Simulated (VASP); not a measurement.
Input of a VASP 6.6.1 run:

The input INCAR:

```
  ALGO = Normal
  EDIFF = 1E-6
  ENCUT = 520
  ISIF = 2
  ISMEAR = -1
  LASPH = True
  LCHARG = False
  LMIXTAU = True
  LREAL = False
  LWAVE = False
  METAGGA = TPSS
  NELM = 100
  PREC = Accurate
  SIGMA = 0.05
```

File KPOINTS:

```
k-points
0
Gamma
  12 12 12
```

Contents of POSCAR:

```
Zn
1.0
    0.0000000000      1.9647760000      1.9647760000
    1.9647760000      0.0000000000      1.9647760000
    1.9647760000      1.9647760000      0.0000000000
Zn
1
Direct
    0.0000000000      0.0000000000      0.0000000000
```

The input KPOINTS_OPT:

```
path GXWKGLUWLK,UX
15
line-mode
reciprocal
 0.0000000000  0.0000000000  0.0000000000  G
 0.5000000000  0.0000000000  0.5000000000  X

 0.5000000000  0.0000000000  0.5000000000  X
 0.5000000000  0.2500000000  0.7500000000  W

 0.5000000000  0.2500000000  0.7500000000  W
 0.3750000000  0.3750000000  0.7500000000  K

 0.3750000000  0.3750000000  0.7500000000  K
 0.0000000000  0.0000000000  0.0000000000  G

 0.0000000000  0.0000000000  0.0000000000  G
 0.5000000000  0.5000000000  0.5000000000  L

 0.5000000000  0.5000000000  0.5000000000  L
 0.6250000000  0.2500000000  0.6250000000  U

 0.6250000000  0.2500000000  0.6250000000  U
 0.5000000000  0.2500000000  0.7500000000  W

 0.5000000000  0.2500000000  0.7500000000  W
 0.5000000000  0.5000000000  0.5000000000  L

 0.5000000000  0.5000000000  0.5000000000  L
 0.3750000000  0.3750000000  0.7500000000  K

 0.6250000000  0.2500000000  0.6250000000  U
 0.5000000000  0.0000000000  0.5000000000  X
```

Potentials or basis: VASP PAW PBE potentials, release 64 (Zn).

Launch:

```console
$ cat potpaw_PBE.64/Zn/POTCAR > POTCAR
$ mpirun -np 1 vasp_std > vasp.out
```

Problem. What does it give for the pressure?

Solution. -4.7 GPa.

Problem. Estimate the band gap along the path.

Solution. None (metal or under the smearing width).

Levels at the corners of the path, in eV from the Fermi level:
```csv
point,band 3,band 4,band 5,band 6,band 7,band 8,band 9,band 10
Γ,-7.75,-7.75,-7.38,-7.38,18.38,18.38,18.38,18.76
X,-7.11,-7.03,-7.03,-0.91,1.76,8.52,8.52,12.08
X,-7.11,-7.03,-7.03,-0.91,1.76,8.52,8.52,12.08
W,-7.84,-7.36,-7.03,2.32,2.32,3.21,4.01,21.80
W,-7.84,-7.36,-7.03,2.32,2.32,3.21,4.01,21.65
K,-7.45,-7.29,-7.12,0.83,1.63,2.68,10.05,13.43
K,-7.45,-7.29,-7.12,0.83,1.63,2.68,10.05,13.43
Γ,-7.75,-7.75,-7.38,-7.38,18.38,18.38,18.38,18.76
Γ,-7.75,-7.75,-7.38,-7.38,18.38,18.38,18.38,18.76
L,-7.76,-7.10,-7.10,-2.86,-1.34,15.41,15.41,17.23
L,-7.76,-7.10,-7.10,-2.86,-1.34,15.41,15.41,17.23
U,-7.45,-7.29,-7.12,0.83,1.63,2.68,10.05,13.43
U,-7.45,-7.29,-7.12,0.83,1.63,2.68,10.05,13.43
W,-7.84,-7.36,-7.03,2.32,2.32,3.21,4.01,21.66
W,-7.84,-7.36,-7.03,2.32,2.32,3.21,4.01,21.69
L,-7.76,-7.10,-7.10,-2.86,-1.34,15.41,15.41,17.23
L,-7.76,-7.10,-7.10,-2.86,-1.34,15.41,15.41,17.23
K,-7.45,-7.29,-7.12,0.83,1.63,2.68,10.05,13.43
U,-7.45,-7.29,-7.12,0.83,1.63,2.68,10.05,13.43
X,-7.11,-7.03,-7.03,-0.91,1.76,8.52,8.52,12.08
```

Caveat: the PAW data sets were made with another functional, which shifts forces and pressure a little.
